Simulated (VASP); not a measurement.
## GaSb: single point with PBE+D3(BJ)

**The experiment to reproduce.**

From a printed reference work, data compilation, for a bulk crystal of GaSb at 4.2 K: band gap 0.811 eV (direct).

The system is GaSb.

```
CELL_PARAMETERS angstrom
0.00000 3.05900 3.05900
3.05900 0.00000 3.05900
3.05900 3.05900 0.00000
ATOMIC_POSITIONS crystal
Ga 0.00000 0.00000 0.00000
Sb 0.75000 0.75000 0.75000
```

- Program: VASP 6.6.1
- Task: single point
- Functional: PBE
- Dispersion: D3(BJ)
- Potentials or basis: VASP PAW PBE potentials, release 64 (Ga_d, Sb)
- Cutoff: 500 eV
- k mesh: 6 × 6 × 6
- Occupations: gaussian, width 0.05 eV
- Spin: no spin polarisation

* Pressure: 0.4 GPa
* Band gap on the k mesh: 0.03 eV, direct
* Dispersion energy per atom: -0.332 eV

Levels at points of the mesh, in eV from the valence-band top:
| k point | band 5 | band 6 | band 7 | band 8 | band 9 | band 10 | band 11 | band 12 | band 13 | band 14 |
| --- | --- | --- | --- | --- | --- | --- | --- | --- | --- | --- |
| (0.00, 0.00, 0.00) | -14.99 | -11.48 | 0.00 | 0.00 | 0.00 | 0.03 | 2.77 | 2.77 | 2.77 | 5.81 |
| (0.50, 0.00, 0.00) | -14.99 | -9.85 | -6.37 | -1.16 | -1.16 | 0.40 | 3.74 | 3.74 | 6.47 | 9.37 |
| (0.50, 0.50, 0.00) | -14.99 | -9.02 | -6.82 | -2.58 | -2.58 | 0.90 | 1.25 | 8.68 | 8.68 | 10.06 |

Wall time 23 s on 1 thread of Intel Xeon 8259CL (shared host), peak memory 0.18 GiB.

Measured gap of GaSb: 0.811 eV (direct; 4.2 K; a printed reference work, data compilation). This calculation gives 0.03 eV (-0.78 eV). Spin-orbit coupling on Ga, Sb is left out. The value is that of PBE+D3(BJ) on a finite k mesh, which can miss the band edges, without temperature or zero-point motion. Semilocal functionals fall short of measured gaps as a rule.

Caveat: spin-orbit coupling is left out, which moves the levels of the heavy elements.
